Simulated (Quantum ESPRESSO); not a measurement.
Crystal: AlN.

```
Al N
1.0
     3.11300    0.00000    0.00000
    -1.55650    2.69594    0.00000
     0.00000    0.00000    4.98100
Al N
2 2
Direct
  0.66667 0.33333 0.50000
  0.33333 0.66667 0.00000
  0.66667 0.33333 0.88000
  0.33333 0.66667 0.38000
```

Base run:

- Program: Quantum ESPRESSO 7.5
- Functional: BLYP
- Potentials or basis: GBRV 1.5 PBE
- Cutoff: 612 eV
- Density cutoff: 4898 eV
- k mesh: 8 × 8 × 4, shifted
- Occupations: fermi-dirac, width 0.05 eV
- Spin: no spin polarisation

Its results: pressure 8.2 GPa; largest force 0.113 eV/Å; electronic dielectric tensor (diagonal) 4.29, 4.29, 4.45.

Task: The run is repeated on the same cell with these changes: functional from BLYP to WC. What comes out?

Result: Pressure 1.2 GPa; largest force 0.126 eV/Å; electronic dielectric tensor (diagonal) 4.53, 4.53, 4.72.

WC binds more tightly than BLYP, so the same cell stands under less pressure.

Caveats: the potentials were made for another functional, which shifts forces and pressure; the cell is more than 3 GPa from zero pressure, which shifts response properties (some runs).
